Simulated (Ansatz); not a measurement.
Ga:

```
Ga
1.0
     1.38300   -4.02650    0.00000
     1.38300    4.02650    0.00000
    -0.11745    0.00000    3.32993
Ga
2
Direct
  0.13100 0.86900 0.75000
  0.86900 0.13100 0.25000
```

This isn't the form of Ga at room conditions, which is orthorhombic.

Base run:

```yaml
Program: Ansatz 0.2.0
Functional: BLYP
Potentials_or_basis: Ansatz PAW
Cutoff: 420 eV
Density_cutoff: 1680 eV
k_mesh: 10 × 10 × 8
Occupations: fermi-dirac, width 0.05 eV
Spin: no spin polarisation
```

Its results: band gap on the k mesh none (metal or under the smearing width); pressure 7.1 GPa; largest force 0.161 eV/Å.

After a change of settings the same cell gave: band gap on the k mesh none (metal or under the smearing width); pressure -4.0 GPa; largest force 0.180 eV/Å. Which change was it?
A. functional from BLYP to PBEsol
B. functional from BLYP to r2SCAN; cutoff from 420 eV to 500 eV; density cutoff from 1680 eV to 2000 eV
C. functional from BLYP to PBEsol; k mesh from 10 × 10 × 8 to 7 × 7 × 6
D. functional from BLYP to LDA

D.

LDA binds more tightly than BLYP, so the same cell stands under less pressure.

Caveats: the PAW data sets come from PBE, with cores solved anew for the run's functional, which leaves a small shift of forces and pressure; the potentials were made for another functional, which shifts forces and pressure (some runs).

Not every run made on this cell is shown here.
